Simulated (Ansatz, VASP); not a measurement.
**Two plane-wave programs on NaCl**

The input INCAR:

```
PREC = Accurate
ENCUT = 520
EDIFF = 1E-8
ISMEAR = -1
SIGMA = 0.02
LREAL = F
LASPH = T
NELM = 60
ALGO = Normal
ISIF = 2
LWAVE = F
LCHARG = F
GGA = PE
LEFG = T
NBANDS = 14
```

The input KPOINTS:

```
regular mesh
0
Gamma
  8 8 8
```

File POSCAR:

```
NaCl
1.0
    2.8600000000      0.0429000000      0.0429000000
    0.0429000000      2.8600000000      0.0429000000
    0.0429000000      0.0429000000      2.8600000000
Na Cl
1 1
Direct
    0.0000000000      0.0000000000      0.0000000000
    0.5000000000      0.5000000000      0.5000000000
```

Input for Ansatz:

```yaml
crystal:
  lattice:
    - [2.86, 0.0429, 0.0429]
    - [0.0429, 2.86, 0.0429]
    - [0.0429, 0.0429, 2.86]
  atoms:
    - { symbol: Na, position: [0.0, 0.0, 0.0] }
    - { symbol: Cl, position: [0.5, 0.5, 0.5] }
kpoints:
  mp_grid: { grid: [8, 8, 8] }
scf:
  occupations: { method: fermi_dirac, width: 0.02 }
hamiltonian:
  xc: pbe
  pseudopotentials: { kind: paw }
output:
  forces: true
  stress: true
  eigenvalues: true
  efg: { contact_densities: true }
```

Change from the starting cell: equal xy, yz and zx shear strains of +3 %, PAW files.

Alike in both runs: task electric field gradients; functional PBE; k mesh 8 × 8 × 8; occupations fermi-dirac, width 0.02 eV; no spin polarisation.

|  | VASP | Ansatz |
| --- | --- | --- |
| version | VASP 6.6.1 | Ansatz 0.2.0 |
| potentials or method | VASP PAW PBE potentials, release 64 (Na_pv, Cl) | PAW with Ansatz's default frozen-core files, scalar-relativistic |
| plane-wave cutoff (eV) | 520 | 420 |
| valence electrons in the cell | 14 | 16 |

Ansatz gave:

| Quantity | Value |
| --- | --- |
| gap on the k mesh at the Fermi level (eV) | 4.40 |
| pressure (GPa) | 65.3 |
| largest component of the traceless stress (GPa) | 1.77 |
| Vzz of the field gradient on the site that differs most (V/Å²) | 5.1 |

Problem. What did VASP give for the same quantities?

Solution. gap on the k mesh at the Fermi level (eV): 4.44; pressure (GPa): 65.6; largest component of the traceless stress (GPa): 1.83; Vzz of the field gradient on the site that differs most (V/Å²): 6.0.

The functional is the same, so the differences come from potentials, cutoffs and numerics. The two sets of potentials don't hold the same shells in valence.

Caveats: the cell as given lies far from equilibrium; so large a pressure means that the cell lies far from this level's equilibrium, or that cutoff or potentials fall short (VASP). A k mesh can miss the band edges.
